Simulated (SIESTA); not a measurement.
ZnS:

```xyz
2
Lattice="0.0000 2.7020 2.7020 2.7020 0.0000 2.7020 2.7020 2.7020 0.0000" Properties=species:S:1:pos:R:3 pbc="T T T"
Zn    4.0530    4.0530    4.0530
S     0.0000    0.0000    0.0000
```

Base run:

- Program: SIESTA 5.4.2
- Functional: PBE
- Potentials or basis: PseudoDojo 0.4 standard (PBE files)
- Basis: DZP (energy shift 0.003 Ry; two zetas on semicore shells)
- Grid cutoff: 800 Ry
- Energy shift: 0.003 Ry
- k mesh: 9 × 9 × 9
- Occupations: fermi-dirac, width 0.05 eV
- Spin: no spin polarisation

Its results: band gap on the k mesh 2.49 eV, direct; pressure 2.5 GPa.

The run is repeated on the same cell with these changes: functional from PBE to LDA; potentials or basis from PseudoDojo 0.4 standard (PBE files) to PseudoDojo 0.4 standard (LDA files). What comes out?

Band gap on the k mesh 2.26 eV, direct; pressure -3.7 GPa.

Caveats: short orbitals over semicore shells can move pressures by several GPa; the valence orbitals were made in a potential fitted to the semicore shell under them, which widens gaps by tenths of an eV or more; the basis of atomic orbitals isn't converged, which shifts pressures, moduli and gaps; the basis holds too few empty states to meet the f-sum rule, so the spectrum is short of weight at high energy (some runs); an odd mesh through Γ misses points on the zone boundary, where band edges often lie (some runs).
